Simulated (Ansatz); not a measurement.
## TiB2 under changes of volume

One of the cells (8.552 Å³/atom); the others are scaled copies at fixed shape and fractional positions:

```
Ti B
1.0
     3.02920    0.00000    0.00000
    -1.51460    2.62336    0.00000
     0.00000    0.00000    3.22840
Ti B
1 2
Direct
  0.00000 0.00000 0.00000
  0.66667 0.33333 0.50000
  0.33333 0.66667 0.50000
```

* Program: Ansatz 0.2.0
* Functional: LDA
* Potentials or basis: all-electron LAPW, scalar-relativistic
* Cutoff: 285 eV (chosen from the basis error)
* Basis error allowed: 0.002 eV/atom
* k mesh: 10 × 10 × 8
* Occupations: fermi-dirac, width 0.05 eV
* Spin: no spin polarisation

| volume (Å³/atom) | energy over the lowest point (meV/atom) | pressure (GPa) |
| --- | --- | --- |
| 8.039 | 2.42 | 5.4 |
| 8.210 | 0.00 | -0.7 |
| 8.381 | 3.77 | -6.2 |
| 8.552 | 13.13 | -11.2 |
| 8.723 | ? | ? |
| 8.894 | 46.54 | -19.8 |
| 9.065 | 69.66 | -23.5 |

What does the run at 8.723 Å³/atom give?

Energy over the lowest point 27.55 meV/atom; pressure -15.7 GPa.

Worked out: A Birch-Murnaghan fit of order 3 (a polynomial in V^(-2/3)) to the other rows has its minimum at 8.19 Å³/atom with B0 = V·E''(V) = 281 GPa and B' = 3.9 at fixed shape and positions, which overstates the stiffness. It gives 27.55 meV/atom at 8.723 Å³/atom, against the run's 27.55, and -dE/dV = -15.7 GPa, against -15.7.

Energies are extrapolated to zero smearing.
